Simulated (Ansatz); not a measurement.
# MoS2: the cost of one run

Method: DFT PBEsol, scalar-relativistic, plane waves, PAW, in Ansatz 0.2.0.

2 further runs of the same task are left out: 2 set aside as unsound or not needed.

### Step 1. The starting structure

Symmetry: P6_3/mmc, No. 194, hexagonal system. Conventional cell: a = 3.141 Å, b = 3.141 Å, c = 12.579 Å, α = 90.00°, β = 90.00°, γ = 120.00°. Mo (site symmetry -6m2) is surrounded by 6 S at 2.39 Å. S (site symmetry 3m) has 3 Mo at 2.39 Å as nearest neighbours.

Coordinates:

```cif
data_structure
_symmetry_space_group_name_H-M 'P 1'
_symmetry_Int_Tables_number 1
_cell_length_a 3.1414
_cell_length_b 3.1414
_cell_length_c 12.5788
_cell_angle_alpha 90.000
_cell_angle_beta 90.000
_cell_angle_gamma 60.000
_cell_volume 107.50
loop_
_atom_site_label
_atom_site_type_symbol
_atom_site_fract_x
_atom_site_fract_y
_atom_site_fract_z
_atom_site_occupancy
Mo1 Mo 0.33333 0.33333 0.25000 1
Mo2 Mo 0.66667 0.66667 0.75000 1
S1 S 0.33333 0.33333 0.62605 1
S2 S 0.66667 0.66667 0.12605 1
S3 S 0.33333 0.33333 0.87395 1
S4 S 0.66667 0.66667 0.37395 1
```

This cell was relaxed beforehand with the same method: volume 17.92 Å³/atom, gap on the mesh 0.98 eV.

### Step 2. The reference cell

The reference gives a free energy of -13340.3409 eV, pressure 0.00 GPa, largest force 0.001 eV/Å and gap on the mesh 1.02 eV. It was computed beforehand with the settings of the runs below.

### Step 3. The scan: a stacking-fault curve

The cut lies on the cell's a–b face, a (0 0 1) plane of area 8.55 Å², between layers 3.17 Å apart (S below, S above); the cell is 12.6 Å thick. Vector c is tilted by f times 1·a + 1·b (length 5.441 Å) with the atoms' Cartesian places fixed: one unrelaxed fault per cell.

### Step 4. f = 0.167

File input.yaml:

```yaml
crystal:
  lattice:
    - [-3.1414322132, 0.0, 0.0]
    - [-1.5707161066, -2.7205601009, 0.0]
    - [-0.7855151249, -0.4535173688, 12.578819508]
  atoms:
    - { symbol: Mo, position: [0.2916583333, 0.2916583333, 0.25] }
    - { symbol: Mo, position: [0.5416416667, 0.5416416667, 0.75] }
    - { symbol: S, position: [0.2289701579, 0.2289701579, 0.626053842] }
    - { symbol: S, position: [0.6456534912, 0.6456534912, 0.126053842] }
    - { symbol: S, position: [0.1876465088, 0.1876465088, 0.873946158] }
    - { symbol: S, position: [0.6043298421, 0.6043298421, 0.373946158] }
basis:
  ecutwfc: 420
kpoints:
  mp_grid: { grid: [10, 10, 2] }
hamiltonian:
  xc: pbesol
scf:
  occupations: { method: gaussian, width: 0.05 }
output:
  forces: true
  stress: true
  eigenvalues: true
```

Started as:

```sh
ansatz run input.yaml --threads 2 --pin off --max-ram 5120MiB --backend cpu --events-out ev --progress --plain --runs-dir out
```

What time and memory should one allow on 2 threads of Arm Neoverse V2, shared host?

About 4.7 s, with a peak of 0.46 GiB.
